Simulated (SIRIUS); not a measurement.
CuO:

```
Cu O
1.0
     2.83633    0.00000    0.00000
    -1.41816    2.45633    0.00000
     0.00000    0.00000    2.76811
Cu O
1 1
Direct
  0.00000 0.00000 0.00000
  0.66667 0.33333 0.50000
```

Measurements of this composition are mostly on another form, of space group No. 15.

Base run:

```yaml
Program: SIRIUS 7.10.0
Functional: PW91
Potentials_or_basis: PseudoDojo 0.4.1 PBE standard (scalar relativistic)
Cutoff: 1254 eV
Density_cutoff: 5016 eV
k_mesh: 9 × 9 × 8
Occupations: fermi-dirac, width 0.05 eV
Spin: no spin polarisation
```

Its results: band gap on the k mesh none (metal or under the smearing width); pressure -1.6 GPa.

Problem. After a change of settings the same cell gave: band gap on the k mesh none (metal or under the smearing width); pressure -7.0 GPa. Which change was it?
A. functional from PW91 to BLYP; libxc names from ["XC_GGA_X_PW91", "XC_GGA_C_PW91"] to ["XC_GGA_X_B88", "XC_GGA_C_LYP"]
B. functional from PW91 to LDA; libxc names from ["XC_GGA_X_PW91", "XC_GGA_C_PW91"] to ["XC_LDA_X", "XC_LDA_C_PW"]
C. functional from PW91 to PBEint; libxc names from ["XC_GGA_X_PW91", "XC_GGA_C_PW91"] to ["XC_GGA_X_PBEINT", "XC_GGA_C_PBEINT"]
D. functional from PW91 to RPBE; libxc names from ["XC_GGA_X_PW91", "XC_GGA_C_PW91"] to ["XC_GGA_X_RPBE", "XC_GGA_C_PBE"]

Solution. C.

Caveats: the potentials were made for another functional, which shifts forces and pressure; an odd number of electrons without spin polarisation forces a metal; a magnetic or distorted state may lie lower; the run has no spin polarisation, though such a crystal can be magnetic; semilocal functionals often make such compounds metallic where correlation or magnetic order opens a gap, which also shifts bond lengths.
